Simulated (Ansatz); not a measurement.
# Zn in Ansatz: convergence with smearing width

Input of the first run (smearing width 0.3 eV); the others differ in this setting and in those tied to it:

The input input.yaml:

```yaml
crystal:
  lattice:
    - [2.2681701736, -1.30848701, 0.0]
    - [2.2681701736, 1.30848701, 0.0]
    - [-1.5917165425, 0.0, 7.3004081919]
  atoms:
    - { symbol: Zn, position: [0.795772, 0.762342, 0.338022] }
    - { symbol: Zn, position: [0.227723, 0.223254, 0.670849] }
    - { symbol: Zn, position: [-0.001009, 0.008454, -0.000555] }
hamiltonian:
  xc: lda
  pseudopotentials: { kind: paw }
kpoints:
  mp_grid: { grid: [8, 8, 3] }
scf:
  occupations: { method: methfessel_paxton, width: 0.3 }
output:
  forces: true
  stress: true
  eigenvalues: true
```

Potentials or basis: Ansatz PAW.

The run is started by

```bash
$ ansatz run input.yaml --threads 2 --pin off --max-ram 5632MiB --backend cpu --events-out ev --progress --plain --runs-dir out
```

The cell isn't the ideal one: atoms moved at random, drawn with an rms of 0.05 Å.

This isn't the form of Zn at room conditions, which is hcp.

Hardware: 2 threads of Intel(R) Xeon(R) 6975P-C (Granite Rapids), with other jobs on the host.

```tsv
smearing width	energy less the tightest run, at zero smearing (meV/atom)	pressure (GPa)	largest force (eV/Å)	SCF cycles	CPU time (s)	peak memory (GiB)
0.3 eV	-0.57	-5.16	0.056	9	5.3	0.36
0.2 eV	-0.37	-5.21	0.057	9	4.8	0.37
0.15 eV	-0.27	-5.21	0.057	9	5	0.37
0.1 eV	-0.10	-5.20	0.058	9	5.1	0.37
0.05 eV	-0.03	-5.22	0.058	9	5.3	0.36
0.025 eV	-0.01	-5.22	0.058	9	5.1	0.37
0.01 eV	0.00	-5.21	0.058	8	4.7	0.37
0.005 eV	0.00	-5.21	0.058	8	4.9	0.36
```

Against the tightest run, the energy stays within 1 meV/atom from 0.3 eV on; the pressure stays within 0.1 GPa from 0.3 eV on; the largest force stays within 0.005 eV/Å from 0.3 eV on. Narrower smearing needs a denser k mesh, so at a fixed mesh the narrowest width isn't the most accurate. The tightest run that finished is the yardstick and may itself not be fully converged.

Caveat, for the tightest run too: the PAW data sets come from PBE, with cores solved anew for the run's functional, which leaves a small shift of forces and pressure.
